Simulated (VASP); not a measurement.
# KMgF3 (Pm-3m) in VASP: further runs

The runs below take KMgF3 through relaxation of the atoms, with PBE+D3(BJ).

Everything below comes from runs of VASP 6.6.1. Logs are shortened: lines on timing, memory, paths and dates and some standing lists are left out, and cuts for length are marked.

## (1) The crystal as given

The structure is cubic, space group Pm-3m (No. 221). The conventional cell has a = 4.007 Å, b = 4.007 Å, c = 4.007 Å, α = 90.00°, β = 90.00°, γ = 90.00°. K (site symmetry m-3m) has 12 F at 2.83 Å as nearest neighbours. Mg (site symmetry m-3m) is surrounded by 6 F at 2.00 Å. Around F (site symmetry 4/mmm) lie 2 Mg at 2.00 Å.

## (2) Relaxation of the atoms, PBE+D3(BJ)

Contents of INCAR:

```
SYSTEM = KMgF3
  PREC = Accurate
  ENCUT = 600
  EDIFF = 1E-7
  ISMEAR = 0
  SIGMA = 0.03
  LREAL = .FALSE.
  LASPH = .TRUE.
  NELM = 80
  ALGO = Normal
  ISIF = 2
  LWAVE = .FALSE.
  LCHARG = .FALSE.
  GGA = PE
  IVDW = 12
  IBRION = 2
  NSW = 40
  EDIFFG = -0.01
```

Contents of KPOINTS:

```
regular mesh
0
G
  8 8 8
  0 0 0
```

Contents of POSCAR:

```
KMgF3                                   
1.0
    4.0069033723      0.0000000000      0.0000000000
    0.0000000000      4.0069033723      0.0000000000
    0.0000000000      0.0000000000      4.0069033723
  K               Mg              F             
     1     1     3
Direct
     0.5000000000000000    0.5000000000000000    0.5000000000000000
     0.0000000000000000    0.0000000000000000    0.0000000000000000
     0.5000000000000000    0.0000000000000000    0.0000000000000000
     0.0000000000000000    0.5000000000000000    0.0000000000000000
     0.0000000000000000    0.0000000000000000    0.5000000000000000
```

Potentials or basis: VASP PAW PBE potentials, release 64 (K_sv, Mg, F).

Launch:

```
cat potpaw_PBE.64/K_sv/POTCAR potpaw_PBE.64/Mg/POTCAR potpaw_PBE.64/F/POTCAR > POTCAR
mpirun -np 1 vasp_std > vasp.out
```

OUTCAR:

```text
SYSTEM = KMgF3
   PREC = Accurate
   ENCUT = 600
   EDIFF = 1E-7
   ISMEAR = 0
   LREAL = .FALSE.
   LASPH = .TRUE.
   NELM = 80
   ISIF = 2
   GGA = PE
   IVDW = 12
   IBRION = 2
   NSW = 40
   EDIFFG = -0.01
 IVDW          = 12

 ion  position               nearest neighbor table
   1  0.500  0.500  0.500-   3 2.83   4 2.83   5 2.83   3 2.83   4 2.83   3 2.83   5 2.83   3 2.83
                             4 2.83   5 2.83   4 2.83   5 2.83   2 3.47   2 3.47   2 3.47   2 3.47
   2  0.000  0.000  0.000-   3 2.00   4 2.00   5 2.00   5 2.00   4 2.00   3 2.00   1 3.47   1 3.47
                             1 3.47   1 3.47   1 3.47   1 3.47   1 3.47   1 3.47
   3  0.500  0.000  0.000-   2 2.00   2 2.00   1 2.83   1 2.83   1 2.83   1 2.83
   4  0.000  0.500  0.000-   2 2.00   2 2.00   1 2.83   1 2.83   1 2.83   1 2.83
   5  0.000  0.000  0.500-   2 2.00   2 2.00   1 2.83   1 2.83   1 2.83   1 2.83

  LATTYP: Found a simple cubic cell.
 ALAT       =     4.0069033723

  Lattice vectors:

 A1 = (   4.0069033723,   0.0000000000,   0.0000000000)
 A2 = (   0.0000000000,   4.0069033723,   0.0000000000)
 A3 = (   0.0000000000,   0.0000000000,   4.0069033723)

Analysis of symmetry for initial positions (statically):
=====================================================================
 Subroutine PRICEL returns:
 Original cell was already a primitive cell.

 Routine SETGRP: Setting up the symmetry group for a
 simple cubic supercell.

 Subroutine GETGRP returns: Found 48 space group operations
 (whereof 48 operations were pure point group operations)
 out of a pool of 48 trial point group operations.

The static configuration has the point symmetry O_h .

Analysis of symmetry for dynamics (positions and initial velocities):
=====================================================================
 Subroutine PRICEL returns:
 Original cell was already a primitive cell.

 Routine SETGRP: Setting up the symmetry group for a
 simple cubic supercell.

 Subroutine GETGRP returns: Found 48 space group operations
 (whereof 48 operations were pure point group operations)
 out of a pool of 48 trial point group operations.

The dynamic configuration has the point symmetry O_h .

 Subroutine INISYM returns: Found 48 space group operations
 (whereof 48 operations are pure point group operations),
 and found     1 'primitive' translations

----------------------------------------------------------------------------------------

                                     Primitive cell

  volume of cell :      64.3319
[... 100 lines left out ...]
   NFREE  =      1    steps in history (QN), initial steepest desc. (CG)
   ISIF   =      2    stress and relaxation
   ISYM   =      2    0-nonsym 1-usesym 2-fastsym
   POTIM  = 0.5000    time-step for ionic-motion
   TEBEG  =    0.0;   TEEND  =   0.0 temperature during run
   PSTRESS=    0.0 pullay stress
   NELECT =      32.0000    total number of electrons
   NUPDOWN=      -1.0000    fix difference up-down
   EMIN   =  10.00;   EMAX   =-10.00  energy-range for DOS
   EFERMI =   0.00;   METHOD = LEGACY
   ISMEAR =     0;   SIGMA  =   0.03  broadening in eV -4-tet -1-fermi 0-gaus
   EFERMI_NEDOS =   21; number of points for ismear=-14 and -15
   IALGO  =     38    algorithm
   IMIX   =      4    mixing-type and parameters
     AMIX     =   0.40;   BMIX     =  1.00
     AMIX_MAG =   1.60;   BMIX_MAG =  1.00
  volume/ion in A,a.u.               =      12.87        86.83
  Fermi-wavevector in a.u.,A,eV,Ry     =   1.297127  2.451215 22.892338  1.682539
  Thomas-Fermi vector in A             =   2.428540
   LORBIT       =      0    0 simple, 1 ext, 2 COOP (PROOUT), +10 PAW based schemes
   GGA     = PE    functional components
   LHFCALC =     F    Hartree Fock is set to
   AEXX    =    0.0000 exact exchange contribution
   IVDW    =    12    specifies the selected vdW correction
   LEPSILON=     F    determine dielectric tensor
   LRPA    =     F    only Hartree local field effects (RPA)
 conjugate gradient relaxation of ions
 non-spin polarized calculation
 Gauss-broadening in eV      SIGMA  =   0.03
  energy-cutoff  :      600.00
  volume of cell :       64.33
 maximum number of plane-waves:      2176
   NGX = 17   NGY = 17   NGZ = 17

 number of electron      32.0000025 magnetization

 Free energy of the ion-electron system (eV)
  ---------------------------------------------------
  ext. energy  EPLUGINS =         0.00000000
  ---------------------------------------------------
  free energy    TOTEN  =       -24.44126884 eV

  energy without entropy =      -24.44126884  energy(sigma->0) =      -24.44126884

 E-fermi :  -1.4396     XC(G=0):  -9.6059

 val. band max:       -1.6832031050   @ k =   0.5000   0.5000   0.5000
 cond. band min:       5.5049539608   @ k =   0.0000   0.0000   0.0000
 fundamental gap:      7.1881570658
 Fermi energy:        -1.4396029590

 k-point     1 :       0.0000    0.0000    0.0000
  band No.  band energies     occupation
      1     -27.3665      2.00000
      2     -21.7610      2.00000
      3     -21.1271      2.00000
      4     -21.1271      2.00000
      5     -10.8569      2.00000
      6     -10.8569      2.00000
[... 541 lines left out ...]
     19      10.1585      0.00000
     20      10.3387      0.00000

 [... further k-points ...]

------------------------ aborting loop because EDIFF is reached ----------------------------------------

 Edisp (eV)   -0.81835

 E8    (eV) :    -0.3423

  FORCE on cell =-STRESS in cart. coord.  units (eV):
  Direction    XX          YY          ZZ          XY          YZ          ZX
  --------------------------------------------------------------------------------------
  -------------------------------------------------------------------------------------
  Total      -0.00816    -0.00816    -0.00816     0.00000     0.00000     0.00000
  in kB      -0.20322    -0.20322    -0.20322     0.00000     0.00000     0.00000
  external pressure =       -0.20 kB  Pullay stress =        0.00 kB

 VOLUME and BASIS-vectors are now :
 -----------------------------------------------------------------------------
  energy-cutoff  :      600.00
  volume of cell :       64.33
      direct lattice vectors                 reciprocal lattice vectors
     4.006903372  0.000000000  0.000000000     0.249569283  0.000000000  0.000000000
     0.000000000  4.006903372  0.000000000     0.000000000  0.249569283  0.000000000
     0.000000000  0.000000000  4.006903372     0.000000000  0.000000000  0.249569283

 POSITION                                       TOTAL-FORCE (eV/Angst)
 -----------------------------------------------------------------------------------
      2.00345      2.00345      2.00345         0.000000      0.000000      0.000000
      0.00000      0.00000      0.00000         0.000000      0.000000      0.000000
      2.00345      0.00000      0.00000         0.000000      0.000000      0.000000
      0.00000      2.00345      0.00000         0.000000      0.000000      0.000000
      0.00000      0.00000      2.00345         0.000000      0.000000      0.000000
 -----------------------------------------------------------------------------------
    total drift:                                0.000000      0.000000     -0.000000

  FREE ENERGIE OF THE ION-ELECTRON SYSTEM (eV)
  ---------------------------------------------------
  free  energy   TOTEN  =       -25.2596219179 eV

  energy  without entropy=      -25.2596219179  energy(sigma->0) =      -25.25962192

 reached required accuracy - stopping structural energy minimisation
```

OSZICAR:

```text
N       E                     dE             d eps       ncg     rms          rms(c)
DAV:   1     0.276122995851E+03    0.27612E+03   -0.19140E+04  1416   0.171E+03
DAV:   2    -0.122948587410E+02   -0.28842E+03   -0.27583E+03  1912   0.417E+02
DAV:   3    -0.258277589532E+02   -0.13533E+02   -0.13496E+02  1684   0.905E+01
DAV:   4    -0.266453653227E+02   -0.81761E+00   -0.81635E+00  2476   0.132E+01
DAV:   5    -0.266477773019E+02   -0.24120E-02   -0.24119E-02  1628   0.786E-01    0.898E+00
DAV:   6    -0.244494493717E+02    0.21983E+01   -0.95220E+00  1552   0.228E+01    0.375E+00
DAV:   7    -0.244415511800E+02    0.78982E-02   -0.24479E-01  1888   0.341E+00    0.238E+00
DAV:   8    -0.244410416987E+02    0.50948E-03   -0.71490E-02  1632   0.298E+00    0.281E-01
DAV:   9    -0.244409314718E+02    0.11023E-03   -0.13334E-02  1812   0.851E-01    0.120E-01
DAV:  10    -0.244412512379E+02   -0.31977E-03   -0.11172E-03  1908   0.269E-01    0.647E-02
DAV:  11    -0.244412893762E+02   -0.38138E-04   -0.20306E-04  1664   0.112E-01    0.291E-02
DAV:  12    -0.244412686753E+02    0.20701E-04   -0.10787E-04  1636   0.720E-02    0.184E-03
DAV:  13    -0.244412689331E+02   -0.25778E-06   -0.18192E-06  1792   0.108E-02    0.837E-04
DAV:  14    -0.244412688186E+02    0.11450E-06   -0.18295E-07  1280   0.334E-03    0.479E-04
DAV:  15    -0.244412688389E+02   -0.20390E-07   -0.12359E-08  1092   0.102E-03
   1 F= -.25259622E+02 E0= -.25259622E+02  d E =-.252596E+02
```

CONTCAR:

```text
KMgF3
   1.00000000000000
     4.0069033723000000    0.0000000000000000    0.0000000000000000
     0.0000000000000000    4.0069033723000000    0.0000000000000000
     0.0000000000000000    0.0000000000000000    4.0069033723000000
  K               Mg              F
     1     1     3
Direct
     0.5000000000000000    0.5000000000000000    0.5000000000000000
     0.0000000000000000    0.0000000000000000    0.0000000000000000
     0.5000000000000000    0.0000000000000000    0.0000000000000000
     0.0000000000000000    0.5000000000000000    0.0000000000000000
     0.0000000000000000    0.0000000000000000    0.5000000000000000

  0.00000000E+00  0.00000000E+00  0.00000000E+00
  0.00000000E+00  0.00000000E+00  0.00000000E+00
  0.00000000E+00  0.00000000E+00  0.00000000E+00
  0.00000000E+00  0.00000000E+00  0.00000000E+00
  0.00000000E+00  0.00000000E+00  0.00000000E+00
```

Run time: 16 s. Hardware: 1 thread of Intel Xeon 6975P-C (Granite Rapids), shared host; peak memory 0.22 GiB.

Results:

| Property | Result |
| --- | --- |
| Free energy | -25.2596 eV |
| Pressure after relaxing | 0.0 GPa |
| Band gap on the k mesh | 7.19 eV, indirect (least direct gap 7.51 eV) |
| Dispersion energy per atom | -0.164 eV |

Final structure:
```
K Mg F
1.0
     4.00690    0.00000    0.00000
     0.00000    4.00690    0.00000
     0.00000    0.00000    4.00690
K Mg F
1 1 3
Cartesian
  2.0035 2.0035 2.0035
  0.0000 0.0000 0.0000
  2.0035 0.0000 0.0000
  0.0000 2.0035 0.0000
  0.0000 0.0000 2.0035
```

Caveat: the relaxation stopped at its first step, so nothing moved. As with any semilocal functional, this PBE gap is likely too small.

## (3) Relaxation of the atoms, PBE+D3(BJ) (a relaxed cell with its volume scaled by 1.02)

INCAR is that of step 2.

KPOINTS is that of step 2.

POSCAR, as its differences from that of step 2:

```diff
@@ -2,5 +2,5 @@
 1.0
-    4.0069033723      0.0000000000      0.0000000000
-    0.0000000000      4.0069033723      0.0000000000
-    0.0000000000      0.0000000000      4.0069033723
+    4.0334399296      0.0000000000      0.0000000000
+    0.0000000000      4.0334399296      0.0000000000
+    0.0000000000      0.0000000000      4.0334399296
   K               Mg              F
```

Potentials or basis: VASP PAW PBE potentials, release 64 (K_sv, Mg, F).

Launch:

```
cat potpaw_PBE.64/K_sv/POTCAR potpaw_PBE.64/Mg/POTCAR potpaw_PBE.64/F/POTCAR > POTCAR
mpirun -np 1 vasp_std > vasp.out
```

Wall time 16 s (1 thread of Intel Xeon 6975P-C (Granite Rapids), shared host); peak memory 0.22 GiB.

Results (log left out):

```
Free energy                : -25.2572 eV
Pressure after relaxing    : -1.4 GPa
Band gap on the k mesh     : 7.04 eV, indirect (least direct gap 7.36 eV)
Dispersion energy per atom : -0.161 eV
```

Final structure:
```
K Mg F
1.0
     4.03344    0.00000    0.00000
     0.00000    4.03344    0.00000
     0.00000    0.00000    4.03344
K Mg F
1 1 3
Direct
  0.50000 0.50000 0.50000
  0.00000 0.00000 0.00000
  0.50000 0.00000 0.00000
  0.00000 0.50000 0.00000
  0.00000 0.00000 0.50000
```

Levels at points of the mesh, in eV from the valence-band top:
| k point | band 13 | band 14 | band 15 | band 16 | band 17 | band 18 | band 19 | band 20 |
| --- | --- | --- | --- | --- | --- | --- | --- | --- |
| (0.00, 0.00, 0.00) | -0.59 | -0.32 | -0.32 | -0.32 | 7.04 | 10.03 | 10.03 | 12.15 |
| (0.50, 0.00, 0.00) | -0.82 | -0.82 | -0.51 | -0.51 | 9.89 | 10.09 | 11.03 | 12.65 |
| (0.50, 0.50, 0.00) | -0.98 | -0.86 | -0.86 | -0.02 | 10.70 | 11.52 | 12.30 | 12.30 |
| (0.50, 0.50, 0.50) | -1.09 | 0.00 | 0.00 | 0.00 | 10.31 | 10.31 | 10.31 | 13.78 |

Caveat: the relaxation stopped at its first step, so nothing moved. A k mesh can miss the band edges.

## (4) Relaxation of the atoms, PBE+D3(BJ) (a relaxed cell with its volume scaled by 1.04)

INCAR is that of step 3.

KPOINTS is that of step 3.

POSCAR, as its differences from that of step 3:

```diff
@@ -2,5 +2,5 @@
 1.0
-    4.0334399296      0.0000000000      0.0000000000
-    0.0000000000      4.0334399296      0.0000000000
-    0.0000000000      0.0000000000      4.0334399296
+    4.0596318318      0.0000000000      0.0000000000
+    0.0000000000      4.0596318318      0.0000000000
+    0.0000000000      0.0000000000      4.0596318318
   K               Mg              F
```

Launch:

```
cat potpaw_PBE.64/K_sv/POTCAR potpaw_PBE.64/Mg/POTCAR potpaw_PBE.64/F/POTCAR > POTCAR
mpirun -np 1 vasp_std > vasp.out
```

Wall time 16 s (1 thread of Intel Xeon 6975P-C (Granite Rapids), shared host); peak memory 0.22 GiB.

Results (log left out):

```
Free energy                : -25.2443 eV
Pressure after relaxing    : -2.6 GPa
Band gap on the k mesh     : 6.90 eV, indirect (least direct gap 7.22 eV)
Dispersion energy per atom : -0.158 eV
```

Final structure:
```yaml
crystal:
  lattice:
    - [4.05963, 0.00000, 0.00000]
    - [0.00000, 4.05963, 0.00000]
    - [0.00000, 0.00000, 4.05963]
  atoms:
    - { symbol: K, position: [0.50000, 0.50000, 0.50000] }
    - { symbol: Mg, position: [0.00000, 0.00000, 0.00000] }
    - { symbol: F, position: [0.50000, 0.00000, 0.00000] }
    - { symbol: F, position: [0.00000, 0.50000, 0.00000] }
    - { symbol: F, position: [0.00000, 0.00000, 0.50000] }
```

Levels at points of the mesh, in eV from the valence-band top:
| k point | band 13 | band 14 | band 15 | band 16 | band 17 | band 18 | band 19 | band 20 |
| --- | --- | --- | --- | --- | --- | --- | --- | --- |
| (0.00, 0.00, 0.00) | -0.57 | -0.32 | -0.32 | -0.32 | 6.90 | 10.00 | 10.00 | 12.10 |
| (0.50, 0.00, 0.00) | -0.80 | -0.79 | -0.50 | -0.50 | 9.77 | 9.90 | 10.98 | 12.55 |
| (0.50, 0.50, 0.00) | -0.95 | -0.85 | -0.85 | -0.02 | 10.58 | 11.42 | 12.12 | 12.12 |
| (0.50, 0.50, 0.50) | -1.07 | 0.00 | 0.00 | 0.00 | 10.23 | 10.23 | 10.23 | 13.53 |

Caveat: the relaxation stopped at its first step, so nothing moved. A k mesh can miss the band edges.

## (5) Relaxation of the atoms, PBE+D3(BJ) (a relaxed cell with its volume scaled by 1.06)

INCAR is that of step 4.

KPOINTS is that of step 4.

POSCAR, as its differences from that of step 4:

```diff
@@ -2,5 +2,5 @@
 1.0
-    4.0596318318      0.0000000000      0.0000000000
-    0.0000000000      4.0596318318      0.0000000000
-    0.0000000000      0.0000000000      4.0596318318
+    4.0854900566      0.0000000000      0.0000000000
+    0.0000000000      4.0854900566      0.0000000000
+    0.0000000000      0.0000000000      4.0854900566
   K               Mg              F
```

Potentials or basis: VASP PAW PBE potentials, release 64 (K_sv, Mg, F).

Launch:

```
cat potpaw_PBE.64/K_sv/POTCAR potpaw_PBE.64/Mg/POTCAR potpaw_PBE.64/F/POTCAR > POTCAR
mpirun -np 1 vasp_std > vasp.out
```

OUTCAR:

```text
SYSTEM = KMgF3
   PREC = Accurate
   ENCUT = 600
   EDIFF = 1E-7
   ISMEAR = 0
   LREAL = .FALSE.
   LASPH = .TRUE.
   NELM = 80
   ISIF = 2
   GGA = PE
   IVDW = 12
   IBRION = 2
   NSW = 40
   EDIFFG = -0.01
 IVDW          = 12

 ion  position               nearest neighbor table
   1  0.500  0.500  0.500-   2 3.54   2 3.54   2 3.54   2 3.54   2 3.54   2 3.54   2 3.54   2 3.54

   2  0.000  0.000  0.000-   3 2.04   4 2.04   5 2.04   5 2.04   4 2.04   3 2.04   1 3.54   1 3.54
[... 766 lines left out ...]
  --------------------------------------------------------------------------------------
  -------------------------------------------------------------------------------------
  Total      -1.59299    -1.59299    -1.59299     0.00000     0.00000    -0.00000
  in kB     -37.42745   -37.42745   -37.42745     0.00000     0.00000    -0.00000
  external pressure =      -37.43 kB  Pullay stress =        0.00 kB

 VOLUME and BASIS-vectors are now :
 -----------------------------------------------------------------------------
  energy-cutoff  :      600.00
  volume of cell :       68.19
      direct lattice vectors                 reciprocal lattice vectors
     4.085490057  0.000000000  0.000000000     0.244768678  0.000000000  0.000000000
     0.000000000  4.085490057  0.000000000     0.000000000  0.244768678  0.000000000
     0.000000000  0.000000000  4.085490057     0.000000000  0.000000000  0.244768678

 POSITION                                       TOTAL-FORCE (eV/Angst)
 -----------------------------------------------------------------------------------
      2.04275      2.04275      2.04275         0.000000      0.000000      0.000000
      0.00000      0.00000      0.00000         0.000000      0.000000      0.000000
      2.04275      0.00000      0.00000         0.000000      0.000000      0.000000
      0.00000      2.04275      0.00000         0.000000      0.000000      0.000000
      0.00000      0.00000      2.04275         0.000000      0.000000      0.000000
 -----------------------------------------------------------------------------------
    total drift:                                0.000000      0.000000     -0.000000

  FREE ENERGIE OF THE ION-ELECTRON SYSTEM (eV)
  ---------------------------------------------------
  free  energy   TOTEN  =       -25.2216778976 eV

  energy  without entropy=      -25.2216778976  energy(sigma->0) =      -25.22167790

 reached required accuracy - stopping structural energy minimisation
```

Wall time 23 s (1 thread of Intel Xeon 6975P-C (Granite Rapids), shared host); peak memory 0.25 GiB.

Results:

```yaml
Free_energy: -25.2217 eV
Pressure_after_relaxing: -3.7 GPa
Band_gap_on_the_k_mesh: 6.77 eV, indirect (least direct gap 7.09 eV)
Dispersion_energy_per_atom: -0.155 eV
```

Final structure:
```xyz
5
Lattice="4.0855 0.0000 0.0000 0.0000 4.0855 0.0000 0.0000 0.0000 4.0855" Properties=species:S:1:pos:R:3 pbc="T T T"
K     2.0427    2.0427    2.0427
Mg    0.0000    0.0000    0.0000
F     2.0427    0.0000    0.0000
F     0.0000    2.0427    0.0000
F     0.0000    0.0000    2.0427
```

Caveat: the relaxation stopped at its first step, so nothing moved.

## (6) The runs side by side

```csv
cell,gap on the mesh (eV),pressure (GPa)
atoms relaxed,7.19,0.0
atoms relaxed from: a relaxed cell with its volume scaled by 1.02,7.04,-1.4
atoms relaxed from: a relaxed cell with its volume scaled by 1.04,6.90,-2.6
atoms relaxed from: a relaxed cell with its volume scaled by 1.06,6.77,-3.7
```

Alike in all rows: task relaxation of the atoms; level PBE+D3(BJ); potentials or basis VASP PAW PBE potentials, release 64 (K_sv, Mg, F); no spin polarisation; k mesh 8 × 8 × 8; cutoff (eV) 600; smearing gaussian 0.03 eV.

Caveats: the relaxation stopped at its first step, so nothing moved.

Total energies depend on the potentials used, so only differences within one code and one set of settings carry meaning.
